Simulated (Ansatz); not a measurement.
Input of an Ansatz 0.2.0 run:

File input.yaml:

```yaml
crystal:
  lattice:
    - [5.1731, 0.0, 0.0]
    - [0.0, 3.3381, 0.0]
    - [0.0, 0.0, 5.6049]
  atoms:
    - { symbol: Ni, position: [0.99221, 0.75, 0.81248], spin: 1.5 }
    - { symbol: Ni, position: [0.50779, 0.25, 0.31248], spin: 1.5 }
    - { symbol: Ni, position: [0.49221, 0.75, 0.68752], spin: 1.5 }
    - { symbol: Ni, position: [0.00779, 0.25, 0.18752], spin: 1.5 }
    - { symbol: Si, position: [0.67872, 0.25, 0.9175] }
    - { symbol: Si, position: [0.82128, 0.75, 0.4175] }
    - { symbol: Si, position: [0.17872, 0.25, 0.5825] }
    - { symbol: Si, position: [0.32128, 0.75, 0.0825] }
hamiltonian:
  xc: pbesol
  pseudopotentials: { kind: paw }
magnetization:
  spin_polarized: true
  initial_magnetization: 6.0
  spin_locking: { lock_magnetization: hard }
kpoints:
  mp_grid: { grid: [5, 7, 4] }
scf:
  occupations: { method: fermi_dirac, width: 0.05 }
  lower_state_search: "off"
output:
  forces: true
  stress: true
  eigenvalues: true
  write_density: true
  write_potential: true
  elf: true
  volumetric_format: npy
```

Potentials or basis: Ansatz PAW.

Launch:

```console
$ ansatz run input.yaml --threads 4 --pin off --max-ram 11264MiB --backend cpu --events-out ev --progress --plain --runs-dir out
```

Question: Estimate the pressure.

Answer: 9.1 GPa.

Question: What does it give for the largest force?

Answer: 0.392 eV/Å.

Stress tensor (GPa, compression positive):
```
 7.53  0.00  0.00
 0.00  9.74  0.00
 0.00  0.00 10.06
```

Caveat: the total moment is fixed, so each spin has its own Fermi level; the PAW data sets come from PBE, with cores solved anew for the run's functional, which leaves a small shift of forces and pressure; the thresholds are loose for stress.
